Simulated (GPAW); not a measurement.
Sb in GPAW: the effect of strain biaxial xy

The system is Sb.

```
CELL_PARAMETERS angstrom
2.06803 1.19398 3.75800
-2.06803 1.19398 3.75800
0.00000 -2.38796 3.75800
ATOMIC_POSITIONS crystal
Sb 0.76651 0.76651 0.76651
Sb 0.23349 0.23349 0.23349
```

Alike in all runs:

- Program: GPAW 26.7.0
- Task: single point
- Functional: PBEsol
- Potentials or basis: PAW data sets generated in the run's folder for this functional
- Cutoff: 600 eV
- Basis: pw
- k mesh: 7 × 7 × 7
- Occupations: fermi-dirac, width 0.05 eV
- Spin: no spin polarisation
- Maxiter: 150

| strain biaxial xy | gap on the mesh (eV) | pressure (GPa) |
| --- | --- | --- |
| -0.04 | 0.03 | 5.7 |
| -0.02 | ? | ? |
| -0.01 | 0.30 | 1.0 |
| 0 | 0.34 | -0.2 |
| 0.01 | 0.37 | -1.4 |
| 0.02 | 0.40 | -2.5 |
| 0.04 | 0.45 | -4.3 |

Problem. What does the run with strain biaxial xy -0.02 give?

Solution. gap on the mesh 0.24 eV; pressure 2.5 GPa.

Worked out: A parabola through the other rows of the gap on the mesh, of slope 7.53 eV per unit of strain biaxial xy there, gives 0.21 eV, against the run's 0.24. A parabola through the other rows of the pressure, of slope -148 GPa per unit of strain biaxial xy there, gives 2.5 GPa, against the run's 2.5.

Caveats: the density grid can change from cell to cell, which puts small steps into energies and stress; spin-orbit coupling is left out, which moves the levels of the heavy elements; an odd mesh through Γ misses points on the zone boundary, where band edges often lie.
